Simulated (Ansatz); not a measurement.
Sn:

```
CELL_PARAMETERS angstrom
-2.02919 2.02919 1.66076
2.02919 -2.02919 1.66076
2.02919 2.02919 -1.66076
ATOMIC_POSITIONS crystal
Sn 0.00000 0.00000 0.00000
```

This isn't the form of Sn at room conditions, which is tetragonal (white tin).

Base run:

| Property | Result |
| --- | --- |
| Program | Ansatz 0.2.0 |
| Functional | LDA |
| Potentials or basis | Ansatz PAW |
| Cutoff | 420 eV (not typed: the program's choice for these potentials) |
| k mesh | 7 × 7 × 7 |
| Occupations | fermi-dirac, width 0.05 eV |
| Spin | spin-orbit coupling, no magnetisation |

Its results: band gap on the k mesh none (metal or under the smearing width); pressure -2.6 GPa.

After a change of settings the same cell gave: band gap on the k mesh none (metal or under the smearing width); pressure 1.6 GPa. Which change was it?
A. k mesh from 7 × 7 × 7 to 10 × 10 × 10; spin from spin-orbit coupling, no magnetisation to no spin polarisation; potential files from those of the base run to others of the same set
B. functional from LDA to PBE
C. functional from LDA to PBEsol

B.

PBE binds less tightly than LDA, so the same cell stands under more pressure.

Caveats: the PAW data sets come from PBE, with cores solved anew for the run's functional, which leaves a small shift of forces and pressure (some runs).
